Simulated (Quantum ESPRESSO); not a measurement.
# CsSnI3 under changes of volume

One of the cells (47.797 Å³/atom); the others are scaled copies at fixed shape and fractional positions:

```
Cs I Sn
1.0
     6.20570    0.00000    0.00000
     0.00000    6.20570    0.00000
     0.00000    0.00000    6.20570
Cs I Sn
1 3 1
Direct
  0.00000 0.00000 0.00000
  0.50000 0.50000 0.00000
  0.50000 0.00000 0.50000
  0.00000 0.50000 0.50000
  0.50000 0.50000 0.50000
```

| Property | Result |
| --- | --- |
| Program | Quantum ESPRESSO 7.5 |
| Functional | LDA |
| Potentials or basis | GBRV 1.5 LDA |
| Cutoff | 925 eV |
| Density cutoff | 7401 eV |
| k mesh | 5 × 5 × 5 |
| Occupations | fermi-dirac, width 0.05 eV |
| Spin | no spin polarisation |

```tsv
volume (Å³/atom)	energy over the lowest point (meV/atom)	pressure (GPa)	gap on the mesh (eV)
44.929	0.00	-0.6	1.69
45.885	4.73	-1.0	1.71
46.841	?	?	?
47.797	20.13	-1.6	1.74
48.753	30.31	-1.9	1.76
49.709	41.95	-2.1	1.77
50.665	54.80	-2.3	1.79
```

What does the run at 46.841 Å³/atom give?

Energy over the lowest point 11.50 meV/atom; pressure -1.3 GPa; gap on the mesh 1.72 eV.

Worked out: A Birch-Murnaghan fit of order 3 (a polynomial in V^(-2/3)) to the other rows has no minimum within the range. It gives 11.52 meV/atom at 46.841 Å³/atom, against the run's 11.50, and -dE/dV = -1.3 GPa, against -1.3. A straight line through the other rows of the gap, of slope 0.812 eV per unit of ln V (its deformation potential), gives 1.72 eV, against the run's 1.72.

Energies are extrapolated to zero smearing.

Caveats: spin-orbit coupling is left out, which moves the levels of the heavy elements; an odd mesh through Γ misses points on the zone boundary, where band edges often lie; the cell was measured hot, at 500 K.
